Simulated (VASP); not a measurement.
GaN (strained zincblende): one PBE single-point calculation in two programs

```
CELL_PARAMETERS angstrom
0.00000 2.24895 2.29393
2.24895 0.00000 2.29393
2.24895 2.24895 0.00000
ATOMIC_POSITIONS crystal
Ga 0.00000 0.00000 0.00000
N 0.25000 0.25000 0.25000
```

Each program uses its own PAW datasets. VASP's cell holds 18 valence electrons and Ansatz's 18. Ansatz's stress includes a Pulay correction; VASP's doesn't.

Cutoffs: 520 eV in VASP, 420 eV in Ansatz. k meshes: 10×10×10 and 10×10×10.

```csv
,VASP,Ansatz
gap between bands v and c,1.60 eV,1.60 eV
least direct gap,1.60 eV,1.60 eV
pressure,2.5 GPa,2.4 GPa
```

Band v is the last that the valence electrons fill when counted band by band, and c is the next. Levels in eV from the top of v, Ansatz:

| point | v−1 | v | c | c+1 |
| --- | --- | --- | --- | --- |
| Γ | 0.00 | 0.00 | 1.60 | 10.18 |
| X | -2.58 | -2.58 | 3.41 | 6.76 |
| K | -4.20 | -2.21 | 4.88 | 7.66 |
| L | -1.06 | -0.91 | 4.50 | 8.62 |
| W | -3.66 | -3.60 | 6.21 | 8.22 |

VASP:

```tsv
point	v−1	v	c	c+1
Γ	0.00	0.00	1.60	10.17
X	-2.58	-2.58	3.40	6.75
K	-4.20	-2.21	4.88	7.66
L	-1.06	-0.91	4.50	8.63
W	-3.66	-3.60	6.21	8.22
```
